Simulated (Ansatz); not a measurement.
A 10-atom cell of Ga2O3 built on the corundum structure (relaxed group R-3c) at its r2SCAN geometry, run in the plane-wave code Ansatz at 4 levels of theory. Values at 0 K without nuclear motion; no magnetic order is allowed, and the phase may be a hypothetical one.

The PBE+SOC input:
```yaml
crystal:
  lattice:
    - [2.4922649487, 1.4389098391, 4.4806287417]
    - [-2.4922649487, 1.4389098391, 4.4806287417]
    - [0.0, -2.8778196781, 4.4806287417]
  atoms:
    - { symbol: Ga, position: [0.1445920302, 0.1445920302, 0.1445920302] }
    - { symbol: Ga, position: [0.3554079698, 0.3554079698, 0.3554079698] }
    - { symbol: Ga, position: [0.6445920302, 0.6445920302, 0.6445920302] }
    - { symbol: Ga, position: [0.8554079698, 0.8554079698, 0.8554079698] }
    - { symbol: O, position: [0.946377074, 0.553622926, 0.25] }
    - { symbol: O, position: [0.446377074, 0.75, 0.053622926] }
    - { symbol: O, position: [0.553622926, 0.25, 0.946377074] }
    - { symbol: O, position: [0.25, 0.946377074, 0.553622926] }
    - { symbol: O, position: [0.75, 0.053622926, 0.446377074] }
    - { symbol: O, position: [0.053622926, 0.446377074, 0.75] }
kpoints:
  mp_grid: { grid: [6, 6, 6] }
  band_path:
    path:
      - [0.0, 0.0, 0.0]
      - [0.5, 0.5, 0.5]
      - [0.764579331, 0.235420669, 0.5]
      - [0.5, -0.235420669, 0.235420669]
      - [0.5, 0.0, 0.0]
      - [0.3677103345, -0.3677103345, 0.0]
      - [0.6322896655, 0.0, 0.3677103345]
      - [0.5, 0.0, 0.5]
      - [0.0, 0.166667, -0.166667]
    npoints: 1
hamiltonian:
  xc: pbe
scf:
  occupations: { method: fixed }
  n_extra_bands: 12
magnetization:
  noncollinear: true
  spin_orbit: true
output:
  forces: true
  stress: true
  eigenvalues: true
```

Main results, then, where recorded, the levels near the gap in eV from the Fermi energy (columns number the bands from 0), one row a point of the path (Γ, T, H₂, H₀, L, S₀, S₂, F, Γ–S₀ (0.45)):
```
Crystal: 10 atoms, lattice volume = 96.409 Å³
Symmetry: 12 space group operations + 12 with time reversal
Magnetic group: BNS 167.104 (UNI 1334)
```
```
Basis set: ecut = 420 eV, 1887 PW (Γ)
k-points: 32 of 216
SCF converged after 9 iterations
Free energy (F): -18540.019056 eV
Fermi energy:    9.236081 eV
--- Forces (eV/Å), atoms counted from 1 ---
  atom   1  Ga      0.00000      0.00000    -0.05391
  atom   2  Ga      0.00000      0.00000      0.05391
  atom   3  Ga      0.00000      0.00000    -0.05391
  atom   4  Ga      0.00000      0.00000      0.05391
  atom   5  O       0.02287      0.00000      0.00000
  atom   6  O       0.01144      0.01981      0.00000
  atom   7  O     -0.01144    -0.01981      0.00000
  atom   8  O     -0.01144      0.01981      0.00000
  atom   9  O       0.01144    -0.01981      0.00000
  atom  10  O     -0.02287      0.00000      0.00000
--- Stress (GPa, compression-positive) ---
        9.787432       0.000000       0.000000
        0.000000       9.787432       0.000000
        0.000000       0.000000       8.641123
  P = ⅓ Tr σ = 9.4053 GPa (94.053 kbar)
```

The PBE+SOC gap is indirect, 2.85 eV (Γ–S₀ (0.45 of the way from Γ) to Γ), below the direct gap of 3.10 eV at Γ.

r2SCAN. Against the first input these blocks differ (the band path and keys that only write files left aside):
```yaml
hamiltonian:
  xc: r2scan
scf:
  occupations: { method: fixed }
  n_extra_bands: 6
```
(magnetization left out)

```
Basis set: ecut = 500 eV, 2429 PW (Γ)
k-points: 32 of 216
SCF converged after 7 iterations
Free energy (F): -18577.664486 eV
Fermi energy:    8.802477 eV
--- Forces (eV/Å), atoms counted from 1 ---
  atom   1  Ga      0.00000      0.00000      0.00156
  atom   2  Ga      0.00000      0.00000    -0.00156
  atom   3  Ga      0.00000      0.00000      0.00156
  atom   4  Ga      0.00000      0.00000    -0.00156
  atom   5  O       0.00009      0.00000      0.00000
  atom   6  O       0.00004      0.00008      0.00000
  atom   7  O     -0.00004    -0.00008      0.00000
  atom   8  O     -0.00004      0.00008      0.00000
  atom   9  O       0.00004    -0.00008      0.00000
  atom  10  O     -0.00009      0.00000      0.00000
--- Stress (GPa, compression-positive) ---
        0.003287       0.000000       0.000000
        0.000000       0.003287       0.000000
        0.000000       0.000000      -0.008653
  P = ⅓ Tr σ = -0.0007 GPa (-0.007 kbar)
```
```tsv
band_39	band_40	band_41	band_42	band_43	band_44	band_45	band_46
-0.316	-0.312	-0.312	-0.255	-0.255	3.551	7.532	7.679
-1.499	-0.300	-0.300	-0.300	-0.300	6.646	6.646	8.753
-0.999	-0.582	-0.582	-0.340	-0.340	7.542	7.542	8.099
-0.999	-0.582	-0.582	-0.340	-0.340	7.542	7.542	8.099
-1.188	-1.000	-1.000	-0.158	-0.158	7.230	7.230	7.564
-0.681	-0.633	-0.516	-0.487	-0.173	7.332	7.442	8.022
-0.681	-0.633	-0.516	-0.487	-0.173	7.332	7.442	8.022
-1.027	-0.872	-0.699	-0.254	-0.147	7.383	7.574	8.453
-1.117	-0.615	-0.269	-0.221	0.000	5.333	7.237	8.279
```

With r2SCAN the valence top lies at Γ–S₀ (0.45 of the way from Γ) and the conduction bottom at Γ, 3.55 eV higher; the smallest vertical gap, at Γ, is 3.81 eV. The mean stress is close to zero (0.00 GPa).

HSE06. Against the first input these blocks differ (the band path and keys that only write files left aside):
```yaml
kpoints:
  mp_grid: { grid: [4, 4, 4] }
hamiltonian:
  xc: hse06
scf:
  occupations: { method: fixed }
  n_extra_bands: 6
```
(magnetization left out)

```
Basis set: ecut = 420 eV, 1887 PW (Γ)
k-points: 13 of 64
Exchange kernel: α = 0.2500, screened, ω = 0.2079 Å⁻¹, Wigner–Seitz truncation, v(0) = 1044.7052 eV·Å³, q-mesh 4×4×4
hybrid outer 1: dexx = +5.238e-2 eV, tail = 1.99e-4 eV
hybrid outer 2: dexx = +3.381e-6 eV, tail = 6.87e-8 eV, Δε = 2.49e-3 eV, ΔF = 1.31e-3 eV/Å
hybrid SCF converged: 2 outer / 12 inner (+2 warm-up)
Free energy (F): -18541.159728 eV
Fermi energy:    7.951323 eV
--- Forces (eV/Å), atoms counted from 1 ---
  atom   1  Ga      0.00000      0.00000      0.00525
  atom   2  Ga      0.00000      0.00000    -0.00525
  atom   3  Ga      0.00000      0.00000      0.00525
  atom   4  Ga      0.00000      0.00000    -0.00525
  atom   5  O       0.00210      0.00000      0.00000
  atom   6  O       0.00105      0.00182      0.00000
  atom   7  O     -0.00105    -0.00182      0.00000
  atom   8  O     -0.00105      0.00182      0.00000
  atom   9  O       0.00105    -0.00182      0.00000
  atom  10  O     -0.00210      0.00000      0.00000
--- Stress (GPa, compression-positive) ---
       -0.396146       0.000000       0.000000
        0.000000      -0.396146       0.000000
        0.000000       0.000000      -0.214770
  P = ⅓ Tr σ = -0.3357 GPa (-3.357 kbar)
```
```tsv
band_39	band_40	band_41	band_42	band_43	band_44	band_45	band_46
-0.265	-0.265	-0.237	-0.196	-0.196	4.675	8.814	8.836
-1.529	-0.249	-0.249	-0.249	-0.249	7.864	7.864	10.035
-0.995	-0.568	-0.568	-0.302	-0.302	8.809	8.809	9.406
-0.995	-0.568	-0.568	-0.302	-0.302	8.809	8.809	9.406
-1.144	-1.006	-1.006	-0.121	-0.121	8.467	8.467	8.829
-0.671	-0.632	-0.483	-0.445	-0.130	8.576	8.700	9.313
-0.671	-0.632	-0.483	-0.445	-0.130	8.576	8.700	9.313
-1.009	-0.875	-0.639	-0.201	-0.107	8.652	8.876	9.749
-1.123	-0.564	-0.243	-0.153	0.053	6.496	8.475	9.567
```

HSE06 gives an indirect gap of 4.62 eV, from Γ–S₀ (0.45 of the way from Γ) to Γ; the least direct gap is 4.87 eV at Γ. The mean stress, -0.3 GPa, is small, and the program warns that its thresholds are loose for a hybrid's stress.

Task: In the first input these blocks are replaced (the band path and keys that only write files left aside):
```yaml
kpoints:
  mp_grid: { grid: [4, 4, 4] }
hamiltonian:
  xc: pbe0
scf:
  occupations: { method: fixed }
  n_extra_bands: 6
```
(magnetization left out)
What comes out?

Result:
```
Basis set: ecut = 420 eV, 1887 PW (Γ)
k-points: 13 of 64
Exchange kernel: α = 0.2500, full range, Wigner–Seitz truncation, v(0) = 11654.7502 eV·Å³, q-mesh 4×4×4
hybrid outer 1: dexx = +6.513e-2 eV, tail = 2.54e-4 eV
hybrid outer 2: dexx = +4.433e-6 eV, tail = 7.96e-8 eV, Δε = 3.25e-3 eV, ΔF = 1.96e-3 eV/Å
hybrid SCF converged: 2 outer / 11 inner (+2 warm-up)
Free energy (F): -18541.846585 eV
Fermi energy:    7.554404 eV
--- Forces (eV/Å), atoms counted from 1 ---
  atom   1  Ga      0.00000      0.00000    -0.00704
  atom   2  Ga      0.00000      0.00000      0.00704
  atom   3  Ga      0.00000      0.00000    -0.00704
  atom   4  Ga      0.00000      0.00000      0.00704
  atom   5  O     -0.00059      0.00000      0.00000
  atom   6  O     -0.00030    -0.00051      0.00000
  atom   7  O       0.00030      0.00051      0.00000
  atom   8  O       0.00030    -0.00051      0.00000
  atom   9  O     -0.00030      0.00051      0.00000
  atom  10  O       0.00059      0.00000      0.00000
--- Stress (GPa, compression-positive) ---
       -0.517168       0.000000       0.000000
        0.000000      -0.517168       0.000000
        0.000000       0.000000      -0.319884
  P = ⅓ Tr σ = -0.4514 GPa (-4.514 kbar)
```
```tsv
band_39	band_40	band_41	band_42	band_43	band_44	band_45	band_46
-0.265	-0.265	-0.231	-0.194	-0.194	5.393	9.582	9.593
-1.540	-0.249	-0.249	-0.249	-0.249	8.624	8.624	10.796
-1.001	-0.573	-0.573	-0.304	-0.304	9.575	9.575	10.175
-1.001	-0.573	-0.573	-0.304	-0.304	9.575	9.575	10.175
-1.150	-1.014	-1.014	-0.123	-0.123	9.231	9.231	9.592
-0.675	-0.638	-0.486	-0.447	-0.131	9.339	9.464	10.082
-0.675	-0.638	-0.486	-0.447	-0.131	9.339	9.464	10.082
-1.018	-0.882	-0.641	-0.202	-0.109	9.418	9.647	10.515
-1.130	-0.565	-0.246	-0.150	0.054	7.242	9.238	10.336
```
PBE0 gives an indirect gap of 5.34 eV, from Γ–S₀ (0.45 of the way from Γ) to Γ; the least direct gap is 5.59 eV at Γ. The mean pressure at these positions is -0.5 GPa, compression counted positive. The stress of a hybrid is loosely converged here.

The hybrids run on coarser meshes, which limits their stresses and small splittings of levels.

Totals of different functionals, or with and without spin-orbit coupling, can't be compared.

Only the levels marked +SOC include spin-orbit coupling.

The meshes of the hybrids are coarse, so their gaps aren't converged to the digits shown.
